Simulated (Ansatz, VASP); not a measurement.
# N: VASP beside Ansatz

File INCAR:

```
SYSTEM = N
PREC     = Accurate       ! precision mode
ENCUT    = 520            ! plane-wave cutoff, eV
EDIFF    = 1E-7           ! SCF threshold, eV
ISMEAR   = -1             ! smearing method
SIGMA    = 0.05           ! smearing width, eV
LREAL    = .FALSE.        ! projectors in reciprocal space
LASPH    = .TRUE.         ! aspherical terms in the spheres
NELM     = 80             ! most SCF steps
ALGO     = Normal         ! electronic algorithm
ISIF     = 2              ! what is computed and relaxed
LWAVE    = .FALSE.        ! write WAVECAR
LCHARG   = .TRUE.         ! write CHGCAR
GGA      = PE             ! functional
LELF     = .TRUE.         ! ELF
LVHAR    = .TRUE.       
NBANDS   = 18             ! bands
```

KPOINTS

```
Automatic mesh
0
G
  7 7 5
  0 0 0
```

Contents of POSCAR:

```
N
1.0
    4.0840619700      0.0000000000      0.0000000000
    0.0000000000      4.0840619700      0.0000000000
    0.0000000000      0.0000000000      5.3459132500
N
4
Direct
    0.4186350000      0.5960350000      0.5021780000
    0.0934400000      0.0919120000     -0.0068820000
    0.6039110000      0.3949580000      0.4978530000
    0.9113490000      0.9019790000     -0.0053480000
```

The input input.yaml:

```yaml
crystal:
  lattice:
    - [4.08406197, 0.0, 0.0]
    - [0.0, 4.08406197, 0.0]
    - [0.0, 0.0, 5.34591325]
  atoms:
    - { symbol: "N", position: [0.418635, 0.596035, 0.502178] }
    - { symbol: "N", position: [0.09344, 0.091912, -0.006882] }
    - { symbol: "N", position: [0.603911, 0.394958, 0.497853] }
    - { symbol: "N", position: [0.911349, 0.901979, -0.005348] }
hamiltonian:
  xc: pbe
  pseudopotentials: { kind: paw }
kpoints:
  mp_grid: { grid: [7, 7, 5] }
scf:
  occupations: { method: fermi_dirac, width: 0.05 }
output:
  forces: true
  stress: true
  eigenvalues: true
```

Change from the starting cell: atoms moved at random, drawn with an rms of 0.05 Å.

Alike in both runs: task single point; functional PBE; k mesh 7 × 7 × 5; occupations fermi-dirac, width 0.05 eV; no spin polarisation.

```csv
,VASP,Ansatz
version,VASP 6.6.1,Ansatz 0.2.0
potentials or method,"VASP PAW PBE potentials, release 64 (N)",Ansatz PAW
plane-wave cutoff (eV),520,420
valence electrons in the cell,20,20
```

```tsv
	VASP	Ansatz	Ansatz less VASP
gap on the k mesh at the Fermi level (eV)	6.96	7.00	+0.041
least direct gap on the mesh (eV)	7.14	7.18	+0.047
pressure (GPa)	4.2	1.9	-2.29
largest component of the traceless stress (GPa)	7.06	6.09	-0.970
rms of the force components (eV/Å)	2.738	1.904	-0.8339
```

Atom by atom the forces differ by 1.166 eV/Å (rms over components).

Caveats: the standard files for N, O and F lose accuracy on very short bonds (VASP); an odd mesh through Γ misses points on the zone boundary, where band edges often lie (VASP); odd divisions of the mesh miss points on the zone boundary, where band edges often lie, so the gap on the mesh can be too wide (Ansatz); the pressure holds a Pulay correction of +0.4 GPa for the finite cutoff (Ansatz).
